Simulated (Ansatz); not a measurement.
## Zr: equation of state with PBE

Zr:

```xyz
2
Lattice="3.2320 0.0000 0.0000 -1.6160 2.7990 0.0000 0.0000 0.0000 5.1470" Properties=species:S:1:pos:R:3 pbc="T T T"
Zr    1.6160    0.9330    3.8603
Zr    0.0000    1.8660    1.2868
```

```yaml
Program: Ansatz 0.2.0
Task: equation of state
Functional: PBE
Potentials_or_basis: Ansatz PAW
Cutoff: 420 eV
Density_cutoff: 1680 eV
k_mesh: 9 × 9 × 5
Occupations: fermi-dirac, width 0.05 eV
Spin: no spin polarisation
```

| Item | Value |
| --- | --- |
| Equilibrium volume | 23.40 Å³/atom |
| Bulk modulus at fixed shape and positions | 94 GPa |
| Pressure derivative of the bulk modulus | 3.2 |

Energy against volume, from the lowest point:
```tsv
volume (Å³/atom)	energy (meV/atom)
21.884	31.52
22.350	14.58
22.815	4.25
23.281	0.00
23.746	1.32
24.212	7.78
24.678	18.95
```

All runs of the series together: 19 s on 2 threads of AMD EPYC 7571 (shared host).

Caveat: the cell was scaled at fixed shape and fractional positions, which overstates the stiffness of a crystal with free parameters, most of all of layers and chains.
